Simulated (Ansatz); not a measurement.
Cu Kα1 powder pattern (kinematic, no thermal factors).
| 2θ (°) | relative intensity |
| --- | --- |
| 20.32 | 67 |
| 26.37 | 10 |
| 28.31 | 100 |
| 33.52 | 11 |
| 40.90 | 37 |
| 41.33 | 10 |
| 46.54 | 21 |
| 49.69 | 4 |
| 51.27 | 32 |
| 54.28 | 2 |
| 55.37 | 15 |
| 58.56 | 2 |
| 59.55 | 12 |
| 63.66 | 10 |
| 63.92 | 3 |
| 63.97 | 16 |
| 70.39 | 1 |
| 70.44 | 1 |
| 74.24 | 1 |
| 75.16 | 12 |
| 77.91 | 2 |
| 78.77 | 5 |
| 82.34 | 5 |
| 82.44 | 9 |
| 82.67 | 7 |
| 86.36 | 3 |
| 88.70 | 2 |
| 89.78 | 1 |
| 89.93 | 6 |

The pattern is computed from a structure relaxed with DFT PBE, scalar-relativistic, plane waves, PAW in Ansatz. No spin polarisation. Its elements are O, Sn.

Problem. Give the structure.

Solution. SnO.
Space group P6_3/mmc (No. 194). a = 3.900 Å, b = 3.900 Å, c = 8.732 Å, α = 90.00°, β = 90.00°, γ = 120.00°
| atom | site | symmetry | x | y | z |
| --- | --- | --- | --- | --- | --- |
| Sn | 2d | -6m2 | 0.3333 | 0.6667 | 0.7500 |
| O | 2b | -6m2 | 0.0000 | 0.0000 | 0.2500 |

A pattern alone doesn't exclude other cells with like lines; this is the one computed.

The cell was found from a structure generator's guess, not taken from experiment. No dispersion correction is applied, so the spacing between layers, chains or molecules is poorly fixed.
